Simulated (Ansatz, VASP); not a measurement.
## SiN in VASP and in Ansatz

The input POSCAR:

```
SiN
1.0
    3.0232833814      0.0000000000      0.0000000000
   -1.5116416907      2.6182402111      0.0000000000
    0.0000000000      0.0000000000      4.9629556460
Si N
2 2
Direct
    0.3333333333      0.6666666667      0.4996013827
    0.6666666667      0.3333333333      0.9996013827
    0.3333333333      0.6666666667      0.8753986173
    0.6666666667      0.3333333333      0.3753986173
```

Contents of INCAR.step1:

```
PREC = Accurate
ENCUT = 520
ISMEAR = 0
SIGMA = 0.1
LREAL = F
LASPH = T
NELM = 150
ISPIN = 2
MAGMOM = 0 0 1 1
NBANDS = 21
GGA = PE
ALGO = Normal
EDIFF = 1E-4
LWAVE = T
LCHARG = F
```

Contents of INCAR.step2:

```
PREC = Accurate
ENCUT = 520
EDIFF = 1E-7
ISMEAR = 0
SIGMA = 0.1
LREAL = F
LASPH = T
NELM = 150
ALGO = Normal
ISIF = 2
LWAVE = F
LCHARG = T
ISPIN = 2
MAGMOM = 0 0 1 1
LORBIT = 11
METAGGA = R2SCAN
LMIXTAU = T
LELF = T
LVHAR = T
NBANDS = 21
ISTART = 1
```

Contents of KPOINTS:

```
Automatic mesh
0
Gamma
  6 6 4
```

Input for Ansatz:

```yaml
crystal:
  lattice:
    - [3.0232833814, 0.0, 0.0]
    - [-1.5116416907, 2.6182402111, 0.0]
    - [0.0, 0.0, 4.962955646]
  atoms:
    - { symbol: Si, position: [0.3333333333, 0.6666666667, 0.4996013827] }
    - { symbol: Si, position: [0.6666666667, 0.3333333333, 0.9996013827] }
    - { symbol: "N", position: [0.3333333333, 0.6666666667, 0.8753986173], spin: 1.0 }
    - { symbol: "N", position: [0.6666666667, 0.3333333333, 0.3753986173], spin: 1.0 }
basis:
  ecutwfc: 500
kpoints:
  mp_grid: { grid: [6, 6, 4] }
hamiltonian:
  xc: r2scan
scf:
  occupations: { method: gaussian, width: 0.1 }
  lower_state_search: "off"
output:
  forces: true
  stress: true
  eigenvalues: true
  populations: true
magnetization:
  spin_polarized: true
```

Alike in both runs: task single point; functional r2SCAN; k mesh 6 × 6 × 4; occupations gaussian, width 0.1 eV; collinear spin.

```csv
,VASP,Ansatz
version,VASP 6.6.1,Ansatz 0.2.0
potentials or method,"VASP PAW PBE potentials, release 64 (Si, N)","scalar-relativistic, plane waves, PAW"
plane-wave cutoff (eV),520,500
valence electrons in the cell,18,18
```

Ansatz gave:

- gap on the k mesh at the Fermi level (eV): none
- pressure (GPa): 1.1
- largest component of the traceless stress (GPa): 17.84
- rms of the force components (eV/Å): 0.775
- net moment per atom (μB): 0.00

Question: What did VASP give for the same quantities?

Answer: gap on the k mesh at the Fermi level (eV): none; pressure (GPa): 1.2; largest component of the traceless stress (GPa): 17.86; rms of the force components (eV/Å): 0.774; net moment per atom (μB): 0.00.

Atom by atom the forces differ by 0.001 eV/Å (rms over components). A gap of «none» marks a metal or a gap that the smearing closes. With one functional, cell and mesh, what is left measures potentials, basis and numerics. Ansatz warned: «filled_band_counts_differ_across_k_points».

Caveats: the k mesh is coarse (spacing up to 0.40 Å⁻¹), so the values aren't converged; the PAW data sets were made with another functional, which shifts forces and pressure a little (VASP).
